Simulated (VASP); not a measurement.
# Pd (Im-3m) in VASP: further runs

The runs below take Pd through single point, with PBE.

All numbers are computed with VASP 6.6.1; they aren't measurements. Logs are shortened: lines on timing, memory, paths and dates and some standing lists are left out, and cuts for length are marked.

### Step 1. The structure

Symmetry: Im-3m, No. 229, cubic system. The conventional cell has a = 3.145 Å, b = 3.145 Å, c = 3.145 Å, α = 90.00°, β = 90.00°, γ = 90.00°. Pd (site symmetry m-3m) is surrounded by 8 Pd at 2.72 Å.

This isn't the form of Pd at room conditions, which is fcc.

### Step 2. Single point, PBE

INCAR

```
SYSTEM = Pd
PREC = Accurate ; ENCUT = 900
EDIFF = 1E-8 ; ISMEAR = 0
SIGMA = 0.1 ; LREAL = .FALSE.
LASPH = .TRUE. ; NELM = 100
ALGO = Normal ; ISIF = 2
LWAVE = .FALSE. ; LCHARG = .FALSE.
GGA = PE ; ADDGRID = .FALSE.
```

KPOINTS

```
Automatic mesh
0
G
  18 18 18
  0 0 0
```

POSCAR

```
Pd
1.0
   -1.5722810000      1.5722810000      1.5722810000
    1.5722810000     -1.5722810000      1.5722810000
    1.5722810000      1.5722810000     -1.5722810000
Pd
1
Direct
    0.0000000000      0.0000000000      0.0000000000
```

Potentials or basis: VASP PAW PBE potentials, release 64 (Pd).

On the command line:

```console
$ cat potpaw_PBE.64/Pd/POTCAR > POTCAR
$ mpirun -np 1 vasp_std > vasp.out
```

OUTCAR:

```text
SYSTEM = Pd
   PREC = Accurate
   ENCUT = 900
   EDIFF = 1E-8
   ISMEAR = 0
   LREAL = .FALSE.
   LASPH = .TRUE.
   NELM = 100
   ISIF = 2
   GGA = PE

 ion  position               nearest neighbor table
   1  0.000  0.000  0.000-

  LATTYP: Found a body centered cubic cell.
 ALAT       =     3.1445620000

  Lattice vectors:

 A1 = (  -1.5722810000,   1.5722810000,   1.5722810000)
 A2 = (   1.5722810000,  -1.5722810000,   1.5722810000)
 A3 = (   1.5722810000,   1.5722810000,  -1.5722810000)

Analysis of symmetry for initial positions (statically):
=====================================================================
 Subroutine PRICEL returns:
 Original cell was already a primitive cell.

 Routine SETGRP: Setting up the symmetry group for a
 body centered cubic supercell.

 Subroutine GETGRP returns: Found 48 space group operations
 (whereof 48 operations were pure point group operations)
 out of a pool of 48 trial point group operations.

The static configuration has the point symmetry O_h .

Analysis of symmetry for dynamics (positions and initial velocities):
=====================================================================
 Subroutine PRICEL returns:
 Original cell was already a primitive cell.

 Routine SETGRP: Setting up the symmetry group for a
 body centered cubic supercell.

 Subroutine GETGRP returns: Found 48 space group operations
 (whereof 48 operations were pure point group operations)
 out of a pool of 48 trial point group operations.

The dynamic configuration has the point symmetry O_h .

 Subroutine INISYM returns: Found 48 space group operations
 (whereof 48 operations are pure point group operations),
 and found     1 'primitive' translations

----------------------------------------------------------------------------------------

                                     Primitive cell

  volume of cell :      15.5471

  direct lattice vectors                    reciprocal lattice vectors
    -1.572281000  1.572281000  1.572281000     0.000000000  0.318009313  0.318009313
     1.572281000 -1.572281000  1.572281000     0.318009313  0.000000000  0.318009313
     1.572281000  1.572281000 -1.572281000     0.318009313  0.318009313  0.000000000

  length of vectors
     2.723270576  2.723270576  2.723270576     0.449733083  0.449733083  0.449733083

  position of ions in fractional coordinates (direct lattice)
     0.000000000  0.000000000  0.000000000

  ion indices of the primitive-cell ions
   primitive index   ion index
                 1           1

----------------------------------------------------------------------------------------

 KPOINTS: Automatic mesh

Automatic generation of k-mesh.
 Grid dimensions read from file:
 generate k-points for:   18   18   18

 Generating k-lattice:

  Cartesian coordinates                     Fractional coordinates (reciprocal lattice)
     0.000000000  0.017667184  0.017667184     0.055555556  0.000000000  0.000000000
     0.017667184  0.000000000  0.017667184     0.000000000  0.055555556  0.000000000
     0.017667184  0.017667184  0.000000000     0.000000000  0.000000000  0.055555556

  Length of vectors
     0.024985171  0.024985171  0.024985171

  Shift w.r.t. Gamma in fractional coordinates (k-lattice)
     0.000000000  0.000000000  0.000000000

 Subroutine IBZKPT returns following result:
 ===========================================

 Found    195 irreducible k-points:

 Following reciprocal coordinates:
            Coordinates               Weight
  0.000000  0.000000  0.000000      1.000000
  0.055556  0.000000  0.000000     12.000000
  0.111111  0.000000  0.000000     12.000000
  0.166667  0.000000  0.000000     12.000000
  0.222222  0.000000  0.000000     12.000000
  0.277778  0.000000  0.000000     12.000000
[... 16 lines left out ...]
  0.333333  0.111111  0.000000     48.000000
  0.388889  0.111111 -0.000000     48.000000
 [... further k-points ...]
   k-points           NKPTS =    195   k-points in BZ     NKDIM =    195   number of bands    NBANDS=      9
   number of dos      NEDOS =    301   number of ions     NIONS =      1
   total plane-waves  NPLWV =  21952
   dimension x,y,z NGX =    28 NGY =   28 NGZ =   28
   dimension x,y,z NGXF=    56 NGYF=   56 NGZF=   56
   ions per type =               1
   NGX,Y,Z   is equivalent  to a cutoff of  17.09, 17.09, 17.09 a.u.
   NGXF,Y,Z  is equivalent  to a cutoff of  34.19, 34.19, 34.19 a.u.
 SYSTEM =  Pd
   PREC   = accura    normal or accurate (medium, high low for compatibility)
   ISTART =      0    job   : 0-new  1-cont  2-samecut
   ICHARG =      2    charge: 1-file 2-atom 10-const
   ISPIN  =      1    spin polarized calculation?
   LNONCOLLINEAR =      F non collinear calculations
   LSORBIT =      F    spin-orbit coupling
   LASPH  =      T    aspherical Exc in radial PAW
   ENCUT  =  900.0 eV  66.15 Ry    8.13 a.u.   6.66  6.66  6.66*2*pi/ulx,y,z
   NELM   =    100;   NELMIN=  2; NELMDL= -5     # of ELM steps
   EDIFF  = 0.1E-07   stopping-criterion for ELM
   LREAL  =      F    real-space projection
   EDIFFG = 0.1E-06   stopping-criterion for IOM
   NSW    =      0    number of steps for IOM
   IBRION =     -1    ionic relax: 0-MD 1-quasi-New 2-CG
   NFREE  =      0    steps in history (QN), initial steepest desc. (CG)
   ISIF   =      2    stress and relaxation
   ISYM   =      2    0-nonsym 1-usesym 2-fastsym
   POTIM  = 0.5000    time-step for ionic-motion
   TEBEG  =    0.0;   TEEND  =   0.0 temperature during run
   PSTRESS=    0.0 pullay stress
   NELECT =      10.0000    total number of electrons
   NUPDOWN=      -1.0000    fix difference up-down
   EMIN   =  10.00;   EMAX   =-10.00  energy-range for DOS
   EFERMI =   0.00;   METHOD = LEGACY
   ISMEAR =     0;   SIGMA  =   0.10  broadening in eV -4-tet -1-fermi 0-gaus
   EFERMI_NEDOS =   21; number of points for ismear=-14 and -15
   IALGO  =     38    algorithm
   IMIX   =      4    mixing-type and parameters
     AMIX     =   0.40;   BMIX     =  1.00
     AMIX_MAG =   1.60;   BMIX_MAG =  1.00
  volume/ion in A,a.u.               =      15.55       104.92
  Fermi-wavevector in a.u.,A,eV,Ry     =   1.413160  2.670485 27.171123  1.997021
  Thomas-Fermi vector in A             =   2.534834
   LORBIT       =      0    0 simple, 1 ext, 2 COOP (PROOUT), +10 PAW based schemes
   GGA     = PE    functional components
   LHFCALC =     F    Hartree Fock is set to
   AEXX    =    0.0000 exact exchange contribution
   IVDW    =     0    specifies the selected vdW correction
   LEPSILON=     F    determine dielectric tensor
   LRPA    =     F    only Hartree local field effects (RPA)
 non-spin polarized calculation
 Gauss-broadening in eV      SIGMA  =   0.10
  energy-cutoff  :      900.00
  volume of cell :       15.55
 maximum number of plane-waves:       976
   NGX = 13   NGY = 13   NGZ = 13

 number of electron      10.0000001 magnetization

 Free energy of the ion-electron system (eV)
  ---------------------------------------------------
  ext. energy  EPLUGINS =         0.00000000
  ---------------------------------------------------
  free energy    TOTEN  =        -5.17797263 eV

  energy without entropy =       -5.17139848  energy(sigma->0) =       -5.17468555

 E-fermi :   8.9164     XC(G=0): -12.8539

 val. band max:        8.9033700342   @ k =  -0.4444  -0.4444   0.3333
 cond. band min:       8.9221159545   @ k =   0.5000   0.5000   0.4444
 fundamental gap:      0.0187459204
 Fermi energy:         8.9163725378

 k-point     1 :       0.0000    0.0000    0.0000
  band No.  band energies     occupation
      1       2.1887      2.00000
      2       6.1905      2.00000
      3       6.1905      2.00000
      4       6.1905      2.00000
      5       8.0337      2.00000
      6       8.0337      2.00000
      7      28.1917      0.00000
      8      28.1917      0.00000
      9      28.1917      0.00000

 k-point     2 :       0.0556    0.0000    0.0000
  band No.  band energies     occupation
      1       2.3024      2.00000
      2       6.1534      2.00000
      3       6.1925      2.00000
      4       6.2690      2.00000
      5       7.9898      2.00000
      6       8.0364      2.00000
      7      28.1038      0.00000
      8      28.2062      0.00000
      9      28.3225      0.00000

 k-point     3 :       0.1111    0.0000    0.0000
  band No.  band energies     occupation
      1       2.6317      2.00000
      2       6.0479      2.00000
      3       6.1957      2.00000
      4       6.4998      2.00000
      5       7.8833      2.00000
      6       8.0454      2.00000
      7      27.7018      0.00000
      8      28.1490      0.00000
      9      28.7005      0.00000

 k-point     4 :       0.1667    0.0000    0.0000
  band No.  band energies     occupation
      1       3.1318      2.00000
      2       5.8904      2.00000
      3       6.2092      2.00000
      4       6.8686      2.00000
      5       7.7763      2.00000
      6       8.0628      2.00000
      7      26.6780      0.00000
      8      27.7703      0.00000
      9      29.2831      0.00000

 k-point     5 :       0.2222    0.0000    0.0000
  band No.  band energies     occupation
      1       3.6881      2.00000
      2       5.7037      2.00000
      3       6.3156      2.00000
      4       7.3497      2.00000
      5       7.7284      2.00000
      6       8.0900      2.00000
      7      24.9814      0.00000
      8      26.9956      0.00000
      9      30.0022      0.00000

 k-point     6 :       0.2778    0.0000    0.0000
  band No.  band energies     occupation
      1       4.0807      2.00000
      2       5.5122      2.00000
      3       6.7293      2.00000
      4       7.7576      2.00000
      5       7.9033      2.00000
      6       8.1266      2.00000
      7      22.9174      0.00000
      8      26.0624      0.00000
      9      30.0789      0.00000
[... 169 lines left out ...]
 k-point    21 :       0.2222    0.1111    0.0000
  band No.  band energies     occupation
      1       4.3554      2.00000
      2       5.5706      2.00000
      3       6.2308      2.00000
      4       7.6480      2.00000
      5       8.1779      2.00000
      6       8.5470      2.00000
      7      23.0621      0.00000
      8      25.2129      0.00000
      9      28.2711      0.00000

 k-point    22 :       0.2778    0.1111    0.0000
  band No.  band energies     occupation
      1       4.4421      2.00000
      2       5.4004      2.00000
      3       6.7759      2.00000
      4       7.7463      2.00000
      5       8.2844      2.00000
      6       9.3614      0.00000
      7      20.9102      0.00000
      8      24.4362      0.00000
      9      27.1472      0.00000

 k-point    23 :       0.3333    0.1111    0.0000
  band No.  band energies     occupation
      1       4.3670      2.00000
      2       5.2710      2.00000
      3       7.3217      2.00000
      4       7.8760      2.00000
      5       8.4399      2.00000
      6      10.3328      0.00000
      7      18.8753      0.00000
      8      23.8049      0.00000
      9      26.2463      0.00000

 k-point    24 :       0.3889    0.1111   -0.0000
  band No.  band energies     occupation
      1       4.2799      2.00000
      2       5.1907      2.00000
      3       7.6291      2.00000
      4       7.9349      2.00000
      5       8.6913      1.99854
      6      11.3360      0.00000
      7      17.1969      0.00000
      8      23.3872      0.00000
      9      25.6583      0.00000

 [... further k-points ...]

------------------------ aborting loop because EDIFF is reached ----------------------------------------

  FORCE on cell =-STRESS in cart. coord.  units (eV):
  Direction    XX          YY          ZZ          XY          YZ          ZX
  --------------------------------------------------------------------------------------
  -------------------------------------------------------------------------------------
  Total       -0.1425094     -0.1425094     -0.1425094     -0.0000000     -0.0000000      0.0000000
  in kB      -14.6859990    -14.6859990    -14.6859990     -0.0000000     -0.0000000      0.0000000
  external PRESSURE =     -14.6859990 kB  Pullay stress =       0.0000000 kB

 VOLUME and BASIS-vectors are now :
 -----------------------------------------------------------------------------
  energy-cutoff  :      900.00
  volume of cell :       15.55
      direct lattice vectors                 reciprocal lattice vectors
    -1.572281000  1.572281000  1.572281000     0.000000000  0.318009313  0.318009313
     1.572281000 -1.572281000  1.572281000     0.318009313  0.000000000  0.318009313
     1.572281000  1.572281000 -1.572281000     0.318009313  0.318009313  0.000000000

 POSITION                                       TOTAL-FORCE (eV/Angst)
 -----------------------------------------------------------------------------------
      0.00000      0.00000      0.00000        -0.000000     -0.000000     -0.000000
 -----------------------------------------------------------------------------------
    total drift:                               -0.000000     -0.000000     -0.000000

  FREE ENERGIE OF THE ION-ELECTRON SYSTEM (eV)
  ---------------------------------------------------
  free  energy   TOTEN  =        -5.1779726285 eV

  energy  without entropy=       -5.1713984797  energy(sigma->0) =       -5.17468555
```

Run time: 84 s. Hardware: 1 thread of Intel Xeon Platinum 8375C at 2.90GHz (Ice Lake), shared host; peak memory 0.21 GiB.

Results:

```yaml
Free_energy: -5.1780 eV
Pressure: -1.5 GPa
Band_gap_on_the_k_mesh: none (metal or under the smearing width)
```

[end of part 1 of 2]
